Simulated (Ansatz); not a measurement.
# CdS: all-electron results

```
CELL_PARAMETERS angstrom
4.13480 0.00000 0.00000
-2.06740 3.58084 0.00000
0.00000 0.00000 6.74900
ATOMIC_POSITIONS crystal
Cd 0.33333 0.66667 0.00000
Cd 0.66667 0.33333 0.50000
S 0.33333 0.66667 0.38500
S 0.66667 0.33333 0.88500
```

Atom numbers follow the list: Cd1, Cd2, S3, S4.

The conventional cell has a = 4.135 Å, b = 4.135 Å, c = 6.749 Å, α = 90.00°, β = 90.00°, γ = 120.00°. Cd (atom 1) has 4 S at 2.51 to 2.60 Å as nearest neighbours. S (atom 3) has 4 Cd at 2.51 to 2.60 Å as nearest neighbours.

The cell is COD entry 9008862, as deposited and not checked against the literature; nothing was relaxed. It differs from other determinations.

Levels of theory: DFT, PBE, all-electron LAPW, scalar-relativistic (Ansatz 0.2.0); DFT, PBE, PAW with Ansatz's default frozen-core files, scalar-relativistic (Ansatz 0.2.0).

For LAPW: a Γ-centred 7×7×4 k mesh, Fermi–Dirac smearing of 0.01 eV, basis error target 1 meV/atom, no spin polarisation. PAW takes a cutoff of 420 eV at this cell. The Ansatz runs share mesh, smearing and spin set-up. Values come from LAPW unless marked.

```
Pressure at this cell                                                                                                  : 2.56 GPa
Band gap                                                                                                               : 1.23 eV, direct at Γ
Stress xx, yy, zz (compression positive)                                                                               : 3.31, 3.31, 1.06 GPa
Largest force                                                                                                          : 0.0102 Ry/bohr on S4
Löwdin charges (with 0.37 e of the cell spilling out of the atomic basis, so their sizes and signs hang on that basis) : Cd1 1.28, S3 -1.09 e
Bader charges (from the PAW run)                                                                                       : Cd1 +0.86, S3 -0.86 e
Volume per atom                                                                                                        : 24.98 Å³
```
